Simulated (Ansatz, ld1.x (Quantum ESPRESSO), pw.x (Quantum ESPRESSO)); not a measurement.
**pw.x on fcc C: one setting changed**

Potential: norm-conserving RRKJ (Kleinman–Bylander form), ld1.x (Quantum ESPRESSO) 7.5, PBE; core [He], reference 2s2 2p2; waves: 2s (bound): rc 1.25 bohr; 2p (bound): rc 2.20 bohr; 3d channel at 0.25 Ry: rc 2.40 bohr; local part: the d channel; core correction: Bessel-smoothed model core inside 0.60 bohr.

The reference run (k-mesh 18³, cutoffs 75/300 Ry, Fermi–Dirac 0.01 Ry, mixing_beta 0.4, conv_thr 1e-9, no spin) gives -0.63 GPa at 7.456 Å³/atom, where all-electron LAPW gives -2.58 GPa. This run, with its own iteration cap, changes ecutrho/ecutwfc to 3.

```
&control
  calculation='scf', prefix='x', pseudo_dir='./', outdir='./tmp', tstress=.true., disk_io='none'
/
&system
  ibrav=0, nat=1, ntyp=1, ecutwfc=75, ecutrho=225, nbnd=9,
  occupations='smearing', smearing='fd', degauss=0.01
/
&electrons
  conv_thr=1e-09, mixing_beta=0.4, electron_maxstep=50
/
ATOMIC_SPECIES
C 1.0 C.UPF
CELL_PARAMETERS angstrom
  0.00000000 1.55057211 1.55057211
  1.55057211 0.00000000 1.55057211
  1.55057211 1.55057211 0.00000000
ATOMIC_POSITIONS crystal
C 0.0000 0.0000 0.0000
K_POINTS automatic
18 18 18 0 0 0
```

```bash
pw.x < C.scf.in > C.scf.out
```

Question: How does the run end?

Answer: It converges in 6 iterations; the free energy moves by -6.5 meV/atom and the pressure by -0.30 GPa. Below 4 the density is truncated and F is no longer variational, so a small shift in one case is no licence.

```
Message from routine set_cutoff:
     ecutrho < 4*ecutwfc, are you sure?
     Message from routine setup:
     using ibrav=0 with symmetry is DISCOURAGED, use correct ibrav instead
     lattice parameter (alat)  =       4.1439  a.u.
     unit-cell volume          =      50.3156 (a.u.)^3
     number of electrons       =         4.00
     number of Kohn-Sham states=            9
     kinetic-energy cutoff     =      75.0000  Ry
     charge density cutoff     =     225.0000  Ry
     scf convergence threshold =      1.0E-09
     Exchange-correlation= PBE
     number of k points=   195  Fermi-Dirac smearing, width (Ry)=  0.0100
     iteration #  1     ecut=    75.00 Ry     beta= 0.40
     total energy              =     -12.71419231 Ry
     estimated scf accuracy    <       0.00061479 Ry
     iteration #  2     ecut=    75.00 Ry     beta= 0.40
     total energy              =     -12.71419383 Ry
     estimated scf accuracy    <       0.00019430 Ry
     iteration #  3     ecut=    75.00 Ry     beta= 0.40
     total energy              =     -12.71420575 Ry
     estimated scf accuracy    <       0.00000317 Ry
     iteration #  4     ecut=    75.00 Ry     beta= 0.40
     total energy              =     -12.71420596 Ry
     estimated scf accuracy    <       0.00000001 Ry
     iteration #  5     ecut=    75.00 Ry     beta= 0.40
     total energy              =     -12.71420596 Ry
     estimated scf accuracy    <          1.7E-09 Ry
     iteration #  6     ecut=    75.00 Ry     beta= 0.40
     the Fermi energy is    10.2152 ev
!    total energy              =     -12.71420596 Ry
     estimated scf accuracy    <          7.1E-12 Ry
     smearing contrib. (-TS)   =      -0.00172302 Ry
     The total energy is F=E-TS. E is the sum of the following terms:
     one-electron contribution =       4.40517896 Ry
     hartree contribution      =       0.36423798 Ry
     xc contribution           =      -4.96417427 Ry
     ewald contribution        =     -12.51772561 Ry
     convergence has been achieved in   6 iterations
          total   stress  (Ry/bohr**3)                   (kbar)     P=       -9.23
     Message from routine punch:
     Nothing written, as per user request (disk_io='none')
```

The run took about 3.3 s on one core of a shared host (Intel(R) Xeon(R) 6975P-C, 64 threads, 496 GiB, load 44).
